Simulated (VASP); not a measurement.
# Al (Fm-3m) in VASP: notebook, part 2 of 2

VASP 6.6.1. Earlier steps stand in the parts before.

### 3 Single point, PBE (grid = ENCUT=460 dk=0.35 cell=2x2x2 ISMEAR=1 SIGMA=0.1 LREAL=Auto EDIFF=1e-06)

INCAR

```
SYSTEM = Al
PREC = Accurate
ENCUT = 460
EDIFF = 1E-6
ISMEAR = 1
SIGMA = 0.1
LREAL = Auto
LASPH = .TRUE.
NELM = 120
ALGO = Fast
ISIF = 2
LWAVE = .FALSE.
LCHARG = .FALSE.
GGA = PE
NBANDS = 20
```

KPOINTS

```
Automatic mesh
0
G
  4 4 4
  0 0 0
```

POSCAR

```
Al
1.0
    0.0000000000      4.0496100000      4.0496100000
    4.0496100000      0.0000000000      4.0496100000
    4.0496100000      4.0496100000      0.0000000000
Al
8
Direct
    0.0000000000      0.0000000000      0.0000000000
    0.0000000000      0.0000000000      0.5000000000
    0.0000000000      0.5000000000      0.0000000000
    0.0000000000      0.5000000000      0.5000000000
    0.5000000000      0.0000000000      0.0000000000
    0.5000000000      0.0000000000      0.5000000000
    0.5000000000      0.5000000000      0.0000000000
    0.5000000000      0.5000000000      0.5000000000
```

Potentials or basis: VASP PAW PBE potentials, release 64 (Al).

Run with:

```console
$ cat potpaw_PBE.64/Al/POTCAR > POTCAR
$ mpirun -np 1 vasp_std > vasp.out
```

OUTCAR:

```text
SYSTEM = Al
   PREC = Accurate
   ENCUT = 460
   EDIFF = 1E-6
   ISMEAR = 1
   LREAL = Auto
   LASPH = .TRUE.
   NELM = 120
   ISIF = 2
   GGA = PE

 Found      8 irreducible k-points:

 Following reciprocal coordinates:
            Coordinates               Weight
  0.000000  0.000000  0.000000      1.000000
  0.250000  0.000000  0.000000      8.000000
  0.500000  0.000000  0.000000      4.000000
  0.250000  0.250000  0.000000      6.000000
  0.500000  0.250000  0.000000     24.000000
 -0.250000  0.250000  0.000000     12.000000
   k-points           NKPTS =      8   k-points in BZ     NKDIM =      8   number of bands    NBANDS=     20
   number of dos      NEDOS =    301   number of ions     NIONS =      8
   total plane-waves  NPLWV =  64000
   dimension x,y,z NGX =    40 NGY =   40 NGZ =   40
   dimension x,y,z NGXF=    80 NGYF=   80 NGZF=   80
   ions per type =               8
   NGX,Y,Z   is equivalent  to a cutoff of  11.61, 11.61, 11.61 a.u.
   NGXF,Y,Z  is equivalent  to a cutoff of  23.22, 23.22, 23.22 a.u.
 SYSTEM =  Al
   PREC   = accura    normal or accurate (medium, high low for compatibility)
   ISTART =      0    job   : 0-new  1-cont  2-samecut
   ICHARG =      2    charge: 1-file 2-atom 10-const
   ISPIN  =      1    spin polarized calculation?
   LNONCOLLINEAR =      F non collinear calculations
   LSORBIT =      F    spin-orbit coupling
   LASPH  =      T    aspherical Exc in radial PAW
   ENCUT  =  460.0 eV  33.81 Ry    5.81 a.u.  10.02 10.02 10.02*2*pi/ulx,y,z
   NELM   =    120;   NELMIN=  2; NELMDL= -5     # of ELM steps
   EDIFF  = 0.1E-05   stopping-criterion for ELM
   LREAL  =      T    real-space projection
   EDIFFG = 0.1E-04   stopping-criterion for IOM
   NSW    =      0    number of steps for IOM
[... 5 lines left out ...]
   TEBEG  =    0.0;   TEEND  =   0.0 temperature during run
   PSTRESS=    0.0 pullay stress
   NELECT =      24.0000    total number of electrons
   NUPDOWN=      -1.0000    fix difference up-down
   EMIN   =  10.00;   EMAX   =-10.00  energy-range for DOS
   EFERMI =   0.00;   METHOD = LEGACY
   ISMEAR =     1;   SIGMA  =   0.10  broadening in eV -4-tet -1-fermi 0-gaus
   EFERMI_NEDOS =   21; number of points for ismear=-14 and -15
   IALGO  =     68    algorithm
   IMIX   =      4    mixing-type and parameters
     AMIX     =   0.40;   BMIX     =  1.00
     AMIX_MAG =   1.60;   BMIX_MAG =  1.00
  volume/ion in A,a.u.               =      16.60       112.04
  Fermi-wavevector in a.u.,A,eV,Ry     =   0.925526  1.748991 11.654733  0.856599
  Thomas-Fermi vector in A             =   2.051390
   LORBIT       =      0    0 simple, 1 ext, 2 COOP (PROOUT), +10 PAW based schemes
   GGA     = PE    functional components
   LHFCALC =     F    Hartree Fock is set to
   AEXX    =    0.0000 exact exchange contribution
   IVDW    =     0    specifies the selected vdW correction
   LEPSILON=     F    determine dielectric tensor
   LRPA    =     F    only Hartree local field effects (RPA)
 non-spin polarized calculation
 RMM-DIIS sequential band-by-band and
 Methfessel and Paxton  Order N= 1 SIGMA  =   0.10
  energy-cutoff  :      460.00
  volume of cell :      132.82
 maximum number of plane-waves:      2996
   NGX = 21   NGY = 21   NGZ = 21

 number of electron      24.0000001 magnetization

 Free energy of the ion-electron system (eV)
  ---------------------------------------------------
  ext. energy  EPLUGINS =         0.00000000
  ---------------------------------------------------
  free energy    TOTEN  =       -29.91966059 eV

  energy without entropy =      -29.91094243  energy(sigma->0) =      -29.91675454

 E-fermi :   8.0255     XC(G=0): -10.1729

 val. band max:        7.6179534097   @ k =  -0.2500   0.5000   0.2500
 cond. band min:       8.0724216465   @ k =   0.5000   0.2500   0.0000
 fundamental gap:      0.4544682368
 Fermi energy:         8.0255331183

 k-point     1 :       0.0000    0.0000    0.0000
  band No.  band energies     occupation
      1      -3.1548      2.00000
      2       3.3681      2.00000
      3       3.3681      2.00000
      4       3.3681      2.00000
      5       3.3681      2.00000
      6       3.5661      2.00000
[... 12 lines left out ...]
     19      13.5027      0.00000
[... 99 lines left out ...]
      4       2.3718      2.00000
      5       2.3718      2.00000
      6       4.4107      2.00000
[... 12 lines left out ...]
     19      11.8042      0.00000
     20      11.8042      0.00000

 [... further k-points ...]

------------------------ aborting loop because EDIFF is reached ----------------------------------------

  FORCE on cell =-STRESS in cart. coord.  units (eV):
  Direction    XX          YY          ZZ          XY          YZ          ZX
  --------------------------------------------------------------------------------------
  -------------------------------------------------------------------------------------
  Total       -0.3784281     -0.3784281     -0.3784281      0.0000000      0.0000000     -0.0000000
  in kB       -4.5648275     -4.5648275     -4.5648275      0.0000000      0.0000000     -0.0000000
  external PRESSURE =      -4.5648275 kB  Pullay stress =       0.0000000 kB

 VOLUME and BASIS-vectors are now :
 -----------------------------------------------------------------------------
  energy-cutoff  :      460.00
  volume of cell :      132.82
      direct lattice vectors                 reciprocal lattice vectors
     0.000000000  4.049610000  4.049610000    -0.123468680  0.123468680  0.123468680
     4.049610000  0.000000000  4.049610000     0.123468680 -0.123468680  0.123468680
     4.049610000  4.049610000  0.000000000     0.123468680  0.123468680 -0.123468680

 POSITION                                       TOTAL-FORCE (eV/Angst)
 -----------------------------------------------------------------------------------
      0.00000      0.00000      0.00000        -0.000000     -0.000000      0.000000
      2.02481      2.02481      0.00000         0.000000      0.000000     -0.000000
      2.02481      0.00000      2.02481        -0.000000      0.000000     -0.000000
      4.04961      2.02481      2.02481         0.000000      0.000000      0.000000
      0.00000      2.02481      2.02481        -0.000000     -0.000000      0.000000
      2.02481      4.04961      2.02481        -0.000000     -0.000000     -0.000000
      2.02481      2.02481      4.04961        -0.000000      0.000000      0.000000
      4.04961      4.04961      4.04961         0.000000      0.000000     -0.000000
 -----------------------------------------------------------------------------------
    total drift:                               -0.000000      0.000000     -0.000000

  FREE ENERGIE OF THE ION-ELECTRON SYSTEM (eV)
  ---------------------------------------------------
  free  energy   TOTEN  =       -29.9196605877 eV

  energy  without entropy=      -29.9109424298  energy(sigma->0) =      -29.91675454
```

Run time: 38 s. Hardware: 1 thread of Intel Xeon Platinum 8375C at 2.90GHz (Ice Lake), shared host; peak memory 0.21 GiB.

These settings aren't checked as converged: the numbers below hold their error.

What came out:

* Free energy: -29.9197 eV
* Pressure: -0.5 GPa
* Band gap on the k mesh: none (metal or under the smearing width)

### 4 Single point, PBE (grid = ENCUT=520 dk=0.35 cell=2x2x2 ISMEAR=1 SIGMA=0.1 LREAL=Auto EDIFF=1e-06)

Edit INCAR of step 3 so:

```diff
@@ -2,3 +2,3 @@
 PREC = Accurate
-ENCUT = 460
+ENCUT = 520
 EDIFF = 1E-6
```

KPOINTS is that of step 3.

POSCAR is that of step 3.

Run with:

```console
$ cat potpaw_PBE.64/Al/POTCAR > POTCAR
$ mpirun -np 1 vasp_std > vasp.out
```

Run time: 59 s. Hardware: 1 thread of Intel Xeon Platinum 8375C at 2.90GHz (Ice Lake), shared host; peak memory 0.29 GiB.

The run converged, but some of its settings lie outside the range that counts as converged, so its numbers aren't taken as properties of the crystal.

What came out:

```
Free energy            : -29.9183 eV
Pressure               : -0.4 GPa
Band gap on the k mesh : none (metal or under the smearing width)
```

### 5 Single point, PBE (grid = ENCUT=400 dk=0.27 cell=2x2x2 ISMEAR=1 SIGMA=0.1 LREAL=Auto EDIFF=1e-06)

Edit INCAR of step 4 so:

```diff
@@ -2,3 +2,3 @@
 PREC = Accurate
-ENCUT = 520
+ENCUT = 400
 EDIFF = 1E-6
```

KPOINTS

```
Automatic mesh
0
G
  5 5 5
  0 0 0
```

POSCAR is that of step 4.

Run with:

```console
$ cat potpaw_PBE.64/Al/POTCAR > POTCAR
$ mpirun -np 1 vasp_std > vasp.out
```

Run time: 49 s. Hardware: 1 thread of Intel Xeon Platinum 8375C at 2.90GHz (Ice Lake), shared host; peak memory 0.22 GiB.

These settings aren't checked as converged: the numbers below hold their error.

What came out:

- Free energy: -29.7998 eV
- Pressure: -0.7 GPa
- Band gap on the k mesh: none (metal or under the smearing width)

### 6 Single point, PBE (grid = ENCUT=650 dk=0.35 cell=2x2x2 ISMEAR=1 SIGMA=0.1 LREAL=Auto EDIFF=1e-06)

Edit INCAR of step 5 so:

```diff
@@ -2,3 +2,3 @@
 PREC = Accurate
-ENCUT = 400
+ENCUT = 650
 EDIFF = 1E-6
```

KPOINTS

```
Automatic mesh
0
G
  4 4 4
  0 0 0
```

POSCAR is that of step 5.

Potentials or basis: VASP PAW PBE potentials, release 64 (Al).

Run with:

```console
$ cat potpaw_PBE.64/Al/POTCAR > POTCAR
$ mpirun -np 1 vasp_std > vasp.out
```

OUTCAR:

```text
SYSTEM = Al
   PREC = Accurate
   ENCUT = 650
   EDIFF = 1E-6
   ISMEAR = 1
   LREAL = Auto
   LASPH = .TRUE.
   NELM = 120
   ISIF = 2
   GGA = PE

 Found      8 irreducible k-points:

 Following reciprocal coordinates:
            Coordinates               Weight
  0.000000  0.000000  0.000000      1.000000
  0.250000  0.000000  0.000000      8.000000
  0.500000  0.000000  0.000000      4.000000
  0.250000  0.250000  0.000000      6.000000
  0.500000  0.250000  0.000000     24.000000
 -0.250000  0.250000  0.000000     12.000000
   k-points           NKPTS =      8   k-points in BZ     NKDIM =      8   number of bands    NBANDS=     20
[... 220 lines left out ...]
  Total       -0.1912345     -0.1912345     -0.1912345      0.0000000      0.0000000      0.0000000
  in kB       -2.3067855     -2.3067855     -2.3067855      0.0000000      0.0000000      0.0000000
  external PRESSURE =      -2.3067855 kB  Pullay stress =       0.0000000 kB

 VOLUME and BASIS-vectors are now :
 -----------------------------------------------------------------------------
  energy-cutoff  :      650.00
  volume of cell :      132.82
      direct lattice vectors                 reciprocal lattice vectors
     0.000000000  4.049610000  4.049610000    -0.123468680  0.123468680  0.123468680
     4.049610000  0.000000000  4.049610000     0.123468680 -0.123468680  0.123468680
     4.049610000  4.049610000  0.000000000     0.123468680  0.123468680 -0.123468680

 POSITION                                       TOTAL-FORCE (eV/Angst)
 -----------------------------------------------------------------------------------
      0.00000      0.00000      0.00000        -0.000000     -0.000000     -0.000000
      2.02481      2.02481      0.00000         0.000000     -0.000000     -0.000000
      2.02481      0.00000      2.02481         0.000000      0.000000      0.000000
      4.04961      2.02481      2.02481         0.000000     -0.000000      0.000000
      0.00000      2.02481      2.02481         0.000000      0.000000      0.000000
      2.02481      4.04961      2.02481         0.000000      0.000000     -0.000000
      2.02481      2.02481      4.04961        -0.000000      0.000000      0.000000
      4.04961      4.04961      4.04961        -0.000000     -0.000000     -0.000000
 -----------------------------------------------------------------------------------
    total drift:                               -0.000000     -0.000000     -0.000000

  FREE ENERGIE OF THE ION-ELECTRON SYSTEM (eV)
  ---------------------------------------------------
  free  energy   TOTEN  =       -29.9166867685 eV

  energy  without entropy=      -29.9079696900  energy(sigma->0) =      -29.91378108
```

stdout:

```text
POSCAR found type information on POSCAR Al
 POSCAR found :  1 types and       8 ions
 scaLAPACK will be used
 -----------------------------------------------------------------------------
|                                                                             |
|                                                                             |
|     You have a (more or less) 'small supercell' and for smaller cells       |
|     it is recommended to use the reciprocal-space projection scheme!        |
|     The real-space optimization is not efficient for small cells and it     |
|     is also less accurate ...                                               |
|     Therefore, set LREAL=.FALSE. in the INCAR file.                         |
|                                                                             |
 -----------------------------------------------------------------------------

 LDA part: xc-table for (Slater+PW92), standard interpolation
 POSCAR, INCAR and KPOINTS ok, starting setup
 FFT: planning ... GRIDC
 FFT: planning ... GRID_SOFT
 FFT: planning ... GRID
 WAVECAR not read
 entering main loop
```

Run time: 53 s. Hardware: 1 thread of Intel Xeon Platinum 8375C at 2.90GHz (Ice Lake), shared host; peak memory 0.3 GiB.

These settings aren't checked as converged: the numbers below hold their error.

What came out:

* Free energy: -29.9167 eV
* Pressure: -0.2 GPa
* Band gap on the k mesh: none (metal or under the smearing width)

### 7 For comparison

An earlier run on the cell as given: functional PBE; potentials or basis VASP PAW PBE potentials, release 64 (Al); cutoff 520 eV; k mesh 11 × 11 × 11; occupations fermi-dirac, width 0.05 eV; no spin polarisation.

* Pressure: -0.5 GPa
* Band gap on the k mesh: none (metal or under the smearing width)
